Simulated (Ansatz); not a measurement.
Relaxed CaF2 (fluorite):

```
CaF2
1.0
    0.00000     2.72024     2.72024
    2.72024     0.00000     2.72024
    2.72024     2.72024     0.00000
Ca F
1 2
Direct
  0.00000   0.00000   0.00000
  0.25000   0.25000   0.25000
  0.75000   0.75000   0.75000
```

In this cell atom 3 (F, nearest neighbour Ca at 2.356 Å; its periodic images, 3.8 Å or more away, move with it) is moved by s towards the nearest neighbour, unit vector (0.577, 0.577, 0.577); all other atoms and the cell stay fixed.

Calculation: r2SCAN (plane waves to 500 eV, PAW, scalar-relativistic; Ansatz, a first-principles code). k mesh 9×9×9 (Γ-centred), Fermi-Dirac smearing 0.05 eV. The energy includes the smearing's −TS. CaF2 was relaxed with its symmetry unable to fall. The PAW data are Ansatz's earlier set. The zero of ΔE is the undisplaced structure.

```csv
s (Å),ΔE (meV/cell)
-0.240,118.3
-0.192,78.5
-0.144,45.9
-0.096,21.2
-0.048,5.5
0.000,0.0
0.048,6.0
0.096,25.2
0.144,withheld
0.192,111.1
0.240,183.1
```

**Question.** Fit a polynomial form (powers 2, 3, 4) to the given rows and predict ΔE at s = 0.144.

**Answer.** Least squares on the 10 given rows: ΔE = (2499)·s² + (2334)·s³ + (2029)·s⁴, in meV/cell with s in Å; root-mean-square residual 0.14 meV/cell. At 0.144 the fit gives 59.7 meV/cell; the calculation gives 59.4 meV/cell, so the interpolation is off by 0.3 (+0.5 %). The quadratic term alone would give 51.8 meV/cell.

(A displaced cell: forces are minus the slopes of the energy, force constants its curvatures, and phonons follow from these.)
